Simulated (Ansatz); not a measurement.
# MgO at 16 GPa: from Born charge to LO–TO splitting and polaron coupling

These are results of Ansatz, DFT PBE, scalar-relativistic, plane waves, PAW, not measurements. Plane waves to 420 eV; Γ-centred k mesh 10×10×10; fixed occupations. No spin polarisation. Phonons by linear response, acoustic sum rule imposed.

The cell, relaxed at 16 GPa:
```yaml
crystal:
  lattice:
    - [0.00000, 2.06452, 2.06452]
    - [2.06452, 0.00000, 2.06452]
    - [2.06452, 2.06452, 0.00000]
  atoms:
    - { symbol: Mg, position: [0.00000, 0.00000, 0.00000] }
    - { symbol: O, position: [0.50000, 0.50000, 0.50000] }
```

Linear response gives ν_TO = 448.4 cm⁻¹, Born charges ±1.960 e (positive on Mg) and ε∞ = 3.140. The primitive cell holds 17.599 Å³, and the masses are 24.305 and 15.999 amu.

Question: Find ν_LO and the static dielectric constant.

Answer: The long-wave field adds a restoring force: ω_LO² − ω_TO² = Z*²e²/(ε_vac ε∞ μV). In these units ν_LO² − ν_TO² = 4.92064×10⁷ Z*²/(μ V ε∞) cm⁻², with μ = m₁m₂/(m₁ + m₂) = 9.648 amu: 354776 cm⁻². So ν_LO = √(448.4² + 354776) = 745.6 cm⁻¹, and the run gives 745.6. Lyddane–Sachs–Teller then gives ε0 = ε∞ (ν_LO/ν_TO)² = 8.68, against 8.68 in the run (it forms both from the same three quantities, so the match checks the arithmetic only). Between ν_TO and ν_LO the dielectric function is negative and an undamped crystal reflects fully: a reststrahlen band from 13.4 to 22.3 μm.

Question: What do the Clausius–Mossotti polarisability and the Szigeti charge come to?

Answer: With the Lorentz local field, α = (3V/4π)(ε∞ − 1)/(ε∞ + 2) = 1.75 Å³ for the pair, and e_S = 3Z*/(ε∞ + 2) = 1.14 e. The Born charge includes the electrons' response to the dipole's own local field, and e_S takes that enhancement out. The Lorentz field assumes point-like polarisable ions, a fair picture at this small ε∞.

Question: How strongly does a slow electron couple to the LO mode?

Answer: For one isotropic parabolic band, Fröhlich's constant is α_F = (1/ε∞ − 1/ε0) √(m* Ry/ħω_LO), with Ry = 13.606 eV, ħω_LO = 92.4 meV and m* in free-electron masses: α_F = 0.2033 × 12.13 × √m* = 2.47 √m*. The band mass isn't part of this run; for m* = 0.1, 0.3 and 1 it gives 0.78, 1.35, 2.47. In weak coupling the polaron lies α_F ħω_LO below the band edge (125 meV at m* = 0.3) with a mass m*(1 + α_F/6); past α_F of about 5 or 6 that expansion fails. A semilocal functional's ε∞ tends to be too large, which taken alone lowers α_F.

Cost: 1 run of about 0.081 core-minutes, on Intel Xeon 6975P-C (Granite Rapids) (shared hosts).

The Born charge of 1.960 e lies close to magnesium's formal valence, as expected for a strongly ionic oxide whose closed-shell cation has no low-lying d states to hybridise with O 2p and drive large dynamical charge transfer. The wide LO–TO splitting therefore needs no anomalous charge: nearly full ionic charges, light atoms, a small cell and weak electronic screening suffice. The same lattice polarisability supplies more than half of the static dielectric constant. The smaller Szigeti charge of 1.14 e is no measure of incomplete ionisation; it probably reflects deformation of the soft oxygen shell by short-range overlap as the ions move.

For electrons, the s-like, dispersive conduction-band edge of MgO suggests a light mass and hence a large, mobile polaron at weak to intermediate coupling, despite the strongly polar lattice. That picture doesn't carry over to holes, whose flat, degenerate O 2p bands fall outside the single-band model and whose possible self-trapping depends also on short-range distortion.
